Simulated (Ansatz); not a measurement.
CaF2 (Fm-3m) from a database of computed structures (r2SCAN geometry), in Ansatz:

```cif
data_structure
_symmetry_space_group_name_H-M 'P 1'
_symmetry_Int_Tables_number 1
_cell_length_a 3.8461
_cell_length_b 3.8461
_cell_length_c 3.8461
_cell_angle_alpha 60.000
_cell_angle_beta 60.000
_cell_angle_gamma 60.000
_cell_volume 40.23
loop_
_atom_site_label
_atom_site_type_symbol
_atom_site_fract_x
_atom_site_fract_y
_atom_site_fract_z
_atom_site_occupancy
Ca1 Ca 0.00000 0.00000 0.00000 1
F1 F 0.75000 0.75000 0.75000 1
F2 F 0.25000 0.25000 0.25000 1
```

G0W0@PBE with 298 empty bands, a screening cutoff of 220 eV and a 6×6×6 mesh (PAW, contour deformation) gives 10.622 eV over the mesh points, from a PBE gap of 7.377 eV; it sums over 310 bands with 307 plane waves in the screening and a wave cutoff of 420 eV. No extrapolation in bands, cutoff or mesh was made for G0W0. The values are computed, spin-unpolarised, and not measurements.

Question: Estimate the gap with potentials of the kind norm-conserving, with them a wave cutoff of 1320 eV.

Answer: 10.637 eV (+0.015 eV), from a Kohn-Sham gap of 7.362 eV.

Question: Estimate the gap with starting point HSE06.

Answer: 11.599 eV (+0.977 eV), from a Kohn-Sham gap of 9.450 eV.

Question: Estimate the gap with starting point PBE0.

Answer: 11.824 eV (+1.202 eV), from a Kohn-Sham gap of 10.214 eV.
